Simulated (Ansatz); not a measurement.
**Ta2NF2 MXene monolayer in a perpendicular field**

Wanted: the out-of-plane response of the Ta2NF2 MXene monolayer. A positive field points along +c.

Main program and level: Ansatz 0.2.0; plane-wave DFT, PBE-D3(BJ), Ansatz PAW, in the first sound run; inputs show where later runs differ.

## (1) The starting structure

The cell holds 5 atoms: 2 F, 2 Ta and 1 N. Cell: a = 3.155 Å, b = 3.155 Å, c = 40.180 Å, α = 90.0°, β = 90.0°, γ = 120.0°. Vacuum lies along c.

## (2) Relaxing the slab

The starting cell is a guess, so the in-plane lattice and the atoms are relaxed first, with the slab cut off from its images along the normal.

input.yaml reads:

```yaml
crystal:
  lattice:
    - [3.15458, 0.0, 0.0]
    - [-1.57729, 2.7319464183, 0.0]
    - [0.0, 0.0, 40.1802396943]
  atoms:
    - { symbol: F, position: [0.3333333333, 0.6666666667, 0.4430038281] }
    - { symbol: Ta, position: [0.6666666667, 0.3333333333, 0.4690217571], spin: 1.0 }
    - { symbol: "N", position: [0.0, 0.0, 0.5] }
    - { symbol: Ta, position: [0.3333333333, 0.6666666667, 0.5309782429], spin: 1.0 }
    - { symbol: F, position: [0.6666666667, 0.3333333333, 0.5569961719] }
  periodic: [true, true, false]
magnetization:
  spin_polarized: true
kpoints:
  mp_grid: { grid: [12, 12, 1] }
hamiltonian:
  xc: pbe
  dispersion: d3bj
scf:
  occupations: { method: fermi_dirac, width: 0.05 }
  convergence: { dr2_threshold: 1.0e-09 }
relax:
  f_tol: 0.004
  max_steps: 90
  cell: {}
output:
  write_potential: true
  write_density: true
  volumetric_format: npy
```

Command:

```console
$ ansatz run input.yaml --threads 4 --pin off --max-ram 6144MiB --backend cpu --events-out ev --progress --plain --runs-dir out
```

Numbers of over 12 decimals in the logs are rounded to 6 here.

The log of the run:

```text
Warning: relax.cell: scf.convergence.dr2_threshold = 1e-9 eV is looser than the 2.35201819331e-10 eV advised for a relaxation that steers and ends on the stress (1e-10 eV for each atom of the cell: 5, times the square of relax.cell.stress_2d_tol = 0.05 N/m over 14.6 Å (the atoms' height at the walk's start and 5 Å past either face), 3.429e-2 GPa, over a crystal's default 0.05). What an SCF threshold leaves in a stress goes as its square root, and in the free energy as the threshold itself, and one threshold admits the most on a small cell: [figures from the program's tests cut] Set scf.convergence.dr2_threshold to 2.35201819331e-10 eV or tighter. [rest of the remark cut]
Engine: ansatz 0.2.0, x86_64-unknown-linux-gnu
Pseudopotentials: kind: paw
Pseudopotential: F, paw, valence charge 7, recommended cutoff 420 eV (normal), F.paw.azcp
Pseudopotential: Ta, paw, valence charge 13, recommended cutoff 420 eV (normal), Ta.paw.azcp
Pseudopotential: N, paw, valence charge 5, recommended cutoff 420 eV (normal), N.paw.azcp
Functional definition: PBE
  parameter kappa = 0.804
  parameter beta = 0.066725
  exchange = pbe_x(kappa = kappa, mu = beta*pi^2/3)
  correlation = pbe_c(beta = beta)
Crystal: 5 atoms, lattice volume = 346.279 Å³
Basis set: ecut = 420 eV, 6687 PW (Γ), exchange–correlation on 48×48×540 points (8 copies of the dense FFT grid, shifted against one another)
Bands: 29, of which v1, the nominal top of the filled ones, is band 23 counted from 1 (22 counted from 0)
Symmetry: 12 space group operations
Space group: P-3m1 (ITA 164), of the structure as read, at distance tolerance 7.0e-5 Å
Magnetic group: BNS 164.85 (UNI 1315), of the structure as read, at distance tolerance 7.0e-5 Å
k-points: 19 of 144
Non-local potential: F, projectors of the file, l = 0: 2, l = 1: 2, l = 2: 1
Non-local potential: Ta, projectors of the file, l = 0: 3, l = 1: 2, l = 2: 2, l = 3: 1
Non-local potential: N, projectors of the file, l = 0: 2, l = 1: 2, l = 2: 1
PAW form: soft (Blöchl's): semilocal exchange-correlation on the pseudo side does not see the compensation charge
PAW one-centre angular grid: F, 110 points (default); XC on 64 Gauss nodes
PAW one-centre angular grid: Ta, 590 points (default); XC on 64 Gauss nodes
PAW one-centre angular grid: N, 110 points (default); XC on 64 Gauss nodes
Initial density: superposition of atomic densities (neutral atoms: chi_scale 0, normalization atom)
Starting moments: Σ|m| = 2 μB on 2 of 5 sites
Initial wavefunctions: pseudopotential atomic-orbital guess
Functional: x = pbe(κ = 0.804, μ = 0.219515), c = pbe(β = 0.066725)
SCF iter   1: F=—  HF=-21869.490738 eV  |F-HF|=—  |Δ(HF+E_count)|=         —  Δρ=2.82e-2 (↑2.82e-2 ↓2.54e-2)  dr2=1.56e1  dr2_m=9.57e-2  M=0.989 μB ∫|m|=0.998 μB  β_m=0.30  ethr=3.10e-3  ⟨swp⟩=15.1  Hψ=8506  notcnv=0
Mixer restart at iter 1: flushing history
preconditioner: auto → LDOS  [metal: Δε(μ)=0.006 eV  Ē_g=11.238 eV  σ=0.050 eV  W_gap=0.03  n_scr=24 (ndim 8)  ℏωp=10.0 eV  f_vac=0.805  D(μ)=2.86/eV (n_scr^D=14)]
spin=Collinear: LDOS preconditioning applied to the charge; magnetization (m = ρ↑ − ρ↓) channel mixes plain (no charge-response kernel on spin).
SCF iter   2: F=—  HF=-21867.769780 eV  |F-HF|=—  |Δ(HF+E_count)|=    1.72e0  Δρ=2.01e-2 (↑2.01e-2 ↓1.81e-2)  dr2=8.25e0  dr2_m=5.04e-2  M=0.965 μB ∫|m|=0.971 μB  β_m=0.59  ethr=3.10e-3  ⟨swp⟩=3.3  Hψ=2350  notcnv=0  defer=15
SCF iter   3: F=—  HF=-21866.045563 eV  |F-HF|=—  |Δ(HF+E_count)|=    1.72e0  Δρ=4.38e-3 (↑4.38e-3 ↓4.13e-3)  dr2=2.01e-1  dr2_m=5.58e-3  M=0.825 μB ∫|m|=0.828 μB  β_m=0.64  ethr=3.10e-3  ⟨swp⟩=5.9  Hψ=3329  notcnv=0  defer=16
SCF iter   4: F=—  HF=-21866.086399 eV  |F-HF|=—  |Δ(HF+E_count)|=         —  Δρ=1.81e-3 (↑1.81e-3 ↓1.74e-3)  dr2=1.17e-2  dr2_m=4.39e-3  M=0.633 μB ∫|m|=0.638 μB  β_m=0.64  ethr=4.47e-4  ⟨swp⟩=4.0  Hψ=2681  notcnv=0  defer=13
SCF iter   5: F=—  HF=-21866.093716 eV  |F-HF|=—  |Δ(HF+E_count)|=   7.32e-3  Δρ=8.22e-4 (↑8.22e-4 ↓8.11e-4)  dr2=1.58e-3  dr2_m=1.63e-3  M=0.574 μB ∫|m|=0.580 μB  β_m=0.82  ethr=2.59e-5  ⟨swp⟩=3.7  Hψ=2745  notcnv=0  defer=13
SCF iter   6: F=—  HF=-21866.096265 eV  |F-HF|=—  |Δ(HF+E_count)|=   2.55e-3  Δρ=2.68e-4 (↑2.68e-4 ↓2.64e-4)  dr2=2.63e-4  dr2_m=1.95e-4  M=0.489 μB ∫|m|=0.496 μB  β_m=0.91  ethr=3.52e-6  ⟨swp⟩=3.5  Hψ=2670  notcnv=0  defer=13
SCF iter   7: F=—  HF=-21866.096707 eV  |F-HF|=—  |Δ(HF+E_count)|=   4.43e-4  Δρ=1.70e-4 (↑1.70e-4 ↓1.39e-4)  dr2=2.73e-5  dr2_m=7.12e-5  M=0.446 μB ∫|m|=0.452 μB  β_m=0.96  ethr=5.85e-7  ⟨swp⟩=3.6  Hψ=2524  notcnv=0  defer=13
SCF iter   8: F=—  HF=-21866.096987 eV  |F-HF|=—  |Δ(HF+E_count)|=   2.79e-4  Δρ=1.00e-4 (↑1.00e-4 ↓8.96e-5)  dr2=1.65e-5  dr2_m=2.57e-5  M=0.403 μB ∫|m|=0.408 μB  β_m=0.98  ethr=6.06e-8  ⟨swp⟩=5.2  Hψ=3202  notcnv=0  defer=13
SCF iter   9: F=—  HF=-21866.097130 eV  |F-HF|=—  |Δ(HF+E_count)|=   1.43e-4  Δρ=5.07e-5 (↑4.94e-5 ↓5.07e-5)  dr2=7.82e-6  dr2_m=6.14e-6  M=0.359 μB ∫|m|=0.363 μB  β_m=0.99  ethr=3.68e-8  ⟨swp⟩=5.2  Hψ=3171  notcnv=0  defer=13
SCF iter  10: F=—  HF=-21866.097165 eV  |F-HF|=—  |Δ(HF+E_count)|=   3.49e-5  Δρ=2.10e-5 (↑1.66e-5 ↓2.10e-5)  dr2=2.67e-6  dr2_m=7.18e-7  M=0.328 μB ∫|m|=0.332 μB  β_m=0.99  ethr=1.74e-8  ⟨swp⟩=4.9  Hψ=3145  notcnv=0  defer=13
SCF iter  11: F=—  HF=-21866.097168 eV  |F-HF|=—  |Δ(HF+E_count)|=   2.70e-6  Δρ=7.13e-6 (↑7.13e-6 ↓5.51e-6)  dr2=7.57e-7  dr2_m=2.50e-8  M=0.317 μB ∫|m|=0.321 μB  β_m=0.96  ethr=5.94e-9  ⟨swp⟩=4.4  Hψ=2685  notcnv=0  defer=13
SCF iter  12: F=—  HF=-21866.097168 eV  |F-HF|=—  |Δ(HF+E_count)|=   2.24e-7  Δρ=1.40e-6 (↑1.33e-6 ↓1.40e-6)  dr2=1.74e-8  dr2_m=3.32e-9  M=0.317 μB ∫|m|=0.320 μB  β_m=0.98  ethr=1.68e-9  ⟨swp⟩=3.6  Hψ=2400  notcnv=0  defer=13
SCF iter  13: F=—  HF=-21866.097168 eV  |F-HF|=—  |Δ(HF+E_count)|=   4.82e-7  Δρ=5.86e-7 (↑5.86e-7 ↓5.59e-7)  dr2=2.94e-9  dr2_m=5.78e-11  M=0.318 μB ∫|m|=0.321 μB  β_m=0.86  ethr=3.87e-11  ⟨swp⟩=5.1  Hψ=3258  notcnv=0  defer=13
SCF iter  14: F=-21866.097168 eV  HF=-21866.097168 eV  |F-HF|=2.15e-9  |Δ(HF+E_count)|=  8.84e-10  Δρ=1.43e-7 (↑1.40e-7 ↓1.43e-7)  dr2=9.93e-11  dr2_m=2.12e-11  M=0.318 μB ∫|m|=0.321 μB  ethr=2.22e-12  ⟨swp⟩=10.0  Hψ=9754  notcnv=0
SCF 1 converged in 14 iterations: F = -21866.097168 eV  dr2 = 9.93e-11
  greatest PAW one-centre occupation: 0.999 electrons in one spin orbital (limit 2), on the Ta atom at site 3 (counted from 0), in its partial waves of l = 0
[...]
relax step   8: F+E_penalty+E_count = -21868.25996139 eV  Δ(F+E_penalty+E_count) = -2.796e-2 eV  max|allowed force component| = 6.072e-4 eV/Å  Δτ_max = 0.0000 Å  P = +0.640 N/m  Ω = 372.444 Å³  fix = [c, alpha, beta]  reactions: c +0.000 N/m  stress off target by 6.40e-1 N/m on what of the cell is left free  SCF on the basis re-selected at this cell (its energy is not comparable with the rows above)  (7 SCF iters)
relax step   9: F+E_penalty+E_count = -21868.25985790 eV  Δ(F+E_penalty+E_count) = +1.035e-4 eV  max|allowed force component| = 3.262e-3 eV/Å  Δτ_max = 0.0060 Å  P = +0.079 N/m  Ω = 374.306 Å³  energy of the carried Pulay correction = -1.143e-3 eV  fix = [c, alpha, beta]  reactions: c +0.000 N/m  (8 SCF iters, accepted)
relax step  10: F+E_penalty+E_count = -21868.25969415 eV  Δ(F+E_penalty+E_count) = +1.638e-4 eV  max|allowed force component| = 9.050e-3 eV/Å  Δτ_max = 0.0010 Å  P = +0.009 N/m  Ω = 374.591 Å³  energy of the carried Pulay correction = -1.322e-3 eV  fix = [c, alpha, beta]  reactions: c +0.000 N/m  (7 SCF iters, accepted)
relax step  11: F+E_penalty+E_count = -21868.25970468 eV  Δ(F+E_penalty+E_count) = -1.053e-5 eV  max|allowed force component| = 1.027e-4 eV/Å  Δτ_max = 0.0002 Å  P = +0.000 N/m  Ω = 374.577 Å³  energy of the carried Pulay correction = -1.313e-3 eV  fix = [c, alpha, beta]  reactions: c +0.000 N/m  (6 SCF iters, accepted)
iter 1 solved again at ethr=7.28e-8 eV; its pass at ethr=3.10e-3 eV (dr2=3.28e-5 eV) is discarded
SCF iter   1: F=—  HF=-21868.260114 eV  |F-HF|=—  |Δ(HF+E_count)|=         —  Δρ=2.33e-5 (↑2.33e-5 ↓2.33e-5)  dr2=4.42e-7  dr2_m=2.94e-12  M=-0.000 μB ∫|m|=0.000 μB  β_m=0.65  ethr=7.28e-8  ⟨swp⟩=8.1  Hψ=14526  notcnv=0
preconditioner: auto → Resta (q_TF=auto, 1.916 Å⁻¹)  ε∞=2.0  [insulator: Δε(μ)=0.155 eV  Ē_g=9.508 eV  σ=0.050 eV  W_gap=0.53  n_scr=24 (ndim 8)  ℏωp=9.6 eV  f_vac=0.819  D(μ)=1.73/eV (n_scr^D=10)  ε∞_Penn≈2.0  vacuum switching on, ρ_ref=6.6e-3 e/Å³]
spin=Collinear: Resta preconditioning applied to the charge; magnetization (m = ρ↑ − ρ↓) channel mixes plain (no charge-response kernel on spin).
SCF iter   2: F=—  HF=-21868.260832 eV  |F-HF|=—  |Δ(HF+E_count)|=   7.18e-4  Δρ=8.42e-6 (↑8.41e-6 ↓8.42e-6)  dr2=1.74e-7  dr2_m=6.28e-13  M=-0.000 μB ∫|m|=0.000 μB  β_m=0.49  ethr=9.83e-10  ⟨swp⟩=4.4  Hψ=3028  notcnv=0
SCF iter   3: F=—  HF=-21868.260971 eV  |F-HF|=—  |Δ(HF+E_count)|=   1.39e-4  Δρ=4.75e-6 (↑4.75e-6 ↓4.75e-6)  dr2=2.32e-8  dr2_m=2.67e-13  M=-0.000 μB ∫|m|=0.000 μB  β_m=0.51  ethr=3.87e-10  ⟨swp⟩=3.4  Hψ=2022  notcnv=0
SCF iter   4: F=—  HF=-21868.261087 eV  |F-HF|=—  |Δ(HF+E_count)|=   1.17e-4  Δρ=5.82e-7 (↑5.80e-7 ↓5.82e-7)  dr2=2.60e-9  dr2_m=3.11e-14  M=-0.000 μB ∫|m|=0.000 μB  β_m=0.48  ethr=5.17e-11  ⟨swp⟩=4.4  Hψ=2627  notcnv=0
SCF iter   5: F=-21868.261092 eV  HF=-21868.261091 eV  |F-HF|=8.48e-7  |Δ(HF+E_count)|=   3.87e-6  Δρ=1.76e-7 (↑1.76e-7 ↓1.75e-7)  dr2=7.08e-10  dr2_m=1.21e-14  M=-0.000 μB ∫|m|=0.000 μB  ethr=2.22e-12  ⟨swp⟩=15.6  Hψ=10536  notcnv=0
the starting moments were not kept: the SCF closed with an absolute magnetisation of 1.2e-7 μB, where they sum to 2 μB in size (2 sites). That is at most 0.1 of that sum. Measured as dr2_m measures the in/out step, that magnetisation stands 1.7e-15 eV from none, at or under the dr2_threshold of 1.0e-9 eV: it is no larger than a step whose dr2_m would equal this threshold.
SCF 12 converged in 5 iterations: F = -21868.261092 eV  dr2 = 7.08e-10
relax step  12: F+E_penalty+E_count = -21868.26109185 eV  Δ(F+E_penalty+E_count) = -1.387e-3 eV  max|allowed force component| = 6.052e-5 eV/Å  Δτ_max = 0.0000 Å  P = +0.011 N/m  Ω = 374.577 Å³  fix = [c, alpha, beta]  reactions: c +0.000 N/m  stress off target by 1.12e-2 N/m on what of the cell is left free  SCF on the basis re-selected at this cell (its energy is not comparable with the rows above)  (5 SCF iters)
basis re-selected at this cell: Δ(F+E_penalty+E_count) = -1.387e-3 eV, ΔP = +0.011 N/m vs the last step (what re-selecting the basis moved, of the pressure what is left beyond the Pulay correction that the steps carried, after the strain that the cell walked since its last selection, with what the two solves' SCF thresholds leave and, on support functions, any second-order correction that the steps lacked; it is no m [...]
WARN: The output density's exchange-correlation potential varies sharply where the density is thin. Do not read a vacuum level from v_tot or v_xc, or from such a field of the output density. On a cell that repeats whose density bears no net charge and no dipole along the vacuum's axis use v_es (v_loc + v_h of the components); under efield.dipole_correction with no amplitude use v_es + v_field, which holds any externa [...]
SCF converged after 5 iterations
Magnetization: -0.0000 μB (22.5000 up, 22.5000 down)
Absolute magnetization: 0.0000 μB (∫|ρ↑−ρ↓|, with the PAW one-centre terms)
Spin contamination: 0.0000 ħ² per cell (⟨S²⟩ above its minimum at these occupations)
Per-site moments (μB) at R_I (Å): [(-7.967063676954586e-9, 0.956369), (-4.06310110987145e-9, 0.882504), (-6.134524739651648e-9, 0.882504), (-4.063101021413404e-9, 0.882504), (-7.967063764282664e-9, 0.956369)]
Free energy (F): -21868.261092 eV
Harris-Foulkes:  -21868.261091 eV  (|F-HF|=8.48e-7)
Internal energy: -21868.246982 eV  (E = F + TS)
E sigma→0 (E₀):  -21868.254037 eV
Entropy (-TS):   -0.014110 eV (-2.822 meV/atom)
Fermi energy:    -3.586191 eV
--- Per-component energies (eV) ---
  E_band       = -1159.570054
  E_kinetic    = 1283.308362
  E_local      = -164375.564248  (includes V_loc(G=0)·N_el)
  E_nonlocal   = 222.986680
  E_hartree    = 81389.323733
  E_xc         = -657.746402
  E_vxc        = -690.619811  (∫ρ·V_xc dr)
  E_paw        = -17322.463926  (= ΣΔE_a)
  E_vpaw       = -378.341234  (= ΣTr[D̂ρ^β])
  E_aug_tail   = 0.004561  (compensation charges beyond the density's cutoff)
  E_ewald      = 77592.921694
  E_disp       = -1.017436  (pairwise vdW)
  E_smearing   = -0.014110  (= −TS)
  E_closure    = -0.000000  (closes the sum)
  Σ components = -21868.261092   (vs F -21868.261092, Δ=0.00e0)
--- Forces (eV/Å), atoms counted from 1 ---
  atom   1  F      0.00000000    -0.00000000     0.00006052
  atom   2  Ta     0.00000000     0.00000000    -0.00003144
  atom   3  N      0.00000000    -0.00000000     0.00000000
  atom   4  Ta    -0.00000000    -0.00000000     0.00003144
  atom   5  F     -0.00000000     0.00000000    -0.00006052
  max |Σ_I F_I| component: 2.08e-17 eV/Å
--- 2D stress c σ (N/m, compression-positive) ---
        0.011236       0.000000      -0.000000
        0.000000       0.011236      -0.000000
       -0.000000      -0.000000       0.000000
  P = ½ c Tr σ = 0.0112 N/m
--- Band table (eV; the first three rows and the last of 38) ---
  k-point 0 ↑: bands = [... 19 lower, -10.0475, -6.0202, -6.0202, -4.2674, -3.6997, -2.5069, -1.9905, -1.9905, ... 2 higher]
  k-point 1 ↑: bands = [... 19 lower, -10.0178, -6.1938, -5.8812, -4.0904, -3.3680, -2.6896, -2.4405, -2.0069, ... 2 higher]
  k-point 2 ↑: bands = [... 19 lower, -10.0004, -6.5396, -5.4904, -3.9601, -2.9287, -2.7282, -2.4423, -1.9628, ... 2 higher]
  k-point 18 ↓: bands = [... 19 lower, -10.1781, -5.2417, -5.2417, -5.1528, -1.5400, -1.5400, -1.2756, -0.3472, ... 2 higher]
  the weakly bound empty levels are not read free of the cell's end (no_gap_told)
--- Relaxed structure (10 steps of the walk, 9 accepted, 2 SCFs on fresh bases) ---
  F+E_penalty+E_count = -21868.26109185 eV   max|allowed force component| = 6.052e-5 eV/Å   (the final SCF, on the basis selected at the relaxed cell)
  cell:  # Å, volume = 374.5773 Å³
    - [3.280947, 0, 0]
    - [-1.640473, 2.841383, 0]
    - [0, 0, 40.1802396943]
  atoms:
    - { symbol: F, position: [0.333333, 0.666667, 0.441981] }
    - { symbol: Ta, position: [0.666667, 0.333333, 0.475251] }
    - { symbol: N, position: [0, 0, 0.500000] }
    - { symbol: Ta, position: [0.333333, 0.666667, 0.524749] }
    - { symbol: F, position: [0.666667, 0.333333, 0.558019] }
```

It took 84 s on 4 threads of Intel Xeon Platinum 8559C (Emerald Rapids), shared host; peak memory 0.98 GiB; 5 min of CPU time.

Step by step:

| step | energy less that of the first step (eV) | largest force component (eV/Å) | volume (Å³) |
| --- | --- | --- | --- |
| 1 | 0.0000 | 5.7352 | 346.28 |
| 2 | -1.9350 | 1.3943 | 349.58 |
| 3 | -1.4928 | 5.0284 | 384.08 |
| 4 | -2.1245 | 0.4262 | 366.23 |
| 5 | -2.1351 | 0.0407 | 371.58 |
| 6 | -2.1348 | 0.0102 | 372.52 |
| 7 | -2.1348 | 0.0002 | 372.44 |
| 8* | -2.1628 | 0.0006 | 372.44 |
| 9 | -2.1627 | 0.0033 | 374.31 |
| 10 | -2.1625 | 0.0091 | 374.59 |
| 11 | -2.1625 | 0.0001 | 374.58 |
| 12* | -2.1639 | 0.0001 | 374.58 |

Relaxation steps marked * repeat the geometry before them on a plane-wave basis chosen anew for their cell, so energy and pressure can jump there. Relaxation step 3 was tried and not accepted.

The run keeps the 12 symmetry operations that it works with, so distortions that break them were not tested.

| cell as run | before | after | change |
| --- | --- | --- | --- |
| a (Å) | 3.155 | 3.281 | +4.0 % |
| b (Å) | 3.155 | 3.281 | +4.0 % |

The atoms that moved most (Å, along periodic axes as changes of fractional coordinates times the final cell, across vacuum about the mean position):

| atom | dx | dy | dz | length |
| --- | --- | --- | --- | --- |
| Ta2 | 0.000 | 0.000 | 0.250 | 0.250 |
| Ta4 | 0.000 | 0.000 | -0.250 | 0.250 |
| F5 | 0.000 | 0.000 | 0.041 | 0.041 |
| F1 | 0.000 | 0.000 | -0.041 | 0.041 |

Final coordinates:

```xyz
5
Lattice="3.2809 0.0000 0.0000 -1.6405 2.8414 0.0000 0.0000 0.0000 40.1802" Properties=species:S:1:pos:R:3
F     0.0000    1.8943   17.7589
Ta    1.6405    0.9471   19.0957
N     0.0000    0.0000   20.0901
Ta    0.0000    1.8943   21.0845
F     1.6405    0.9471   22.4214
```

Numbers from this step:

| Property | Result |
| --- | --- |
| energy at zero smearing | -21868.2540 eV |

The lattice constant a goes from 3.155 to 3.281 Å.

[end of part 1 of 3]

[Logs are printed without paths, hosts, clocks, repeated set-up lines and the standing remarks that a program may print on its own settings, such as how far it seeks lower states.]

[Hosts, paths, dates, database ids (printed as entryN), source tags and the programs' standing remarks are cut or masked in the printed files.]

[Maps of the electrostatic potential energy from Ansatz leave out the sawtooth potential of an applied field or a dipole correction, so their vacuum need not be flat; planar profiles and work functions include it.]
